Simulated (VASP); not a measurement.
Runs of VASP 6.6.1 on MgS. It takes space group P6_3mc (No. 186, hexagonal). The conventional cell has a = 4.029 Å, b = 4.029 Å, c = 6.454 Å, α = 90.00°, β = 90.00°, γ = 120.00°. Mg (site symmetry 3m) is surrounded by 4 S at 2.45 to 2.46 Å. S (site symmetry 3m) is surrounded by 4 Mg at 2.45 to 2.46 Å. The cell was built by a generator and needn't be a form met in nature.

```tsv
level	cell	smearing	gap on the mesh (eV)	pressure (GPa)	largest force (eV/Å)
PBE	as given	fermi-dirac 0.02 eV	(b)	0.9	-
PBE	epitaxial_xy strain +2.5%	fermi-dirac 0.02 eV	(a)	-0.6	0.01
PBE	shear_xy strain -1.5%	fermi-dirac 0.02 eV	3.46	0.9	-
r2SCAN	epitaxial_xy strain +5.0%	gaussian 0.01 eV	3.51	-2.9	0.01
```

Alike in all rows: task single point; potentials or basis VASP PAW PBE potentials, release 64 (Mg, S); no spin polarisation; k mesh 12 × 12 × 4; cutoff (eV) 520.

Task: Estimate the missing entries.

Result: (a) 3.16; (b) 3.47.

Caveats: the PAW data sets were made with another functional, which shifts forces and pressure a little (some runs).

A k mesh can miss the band edges.
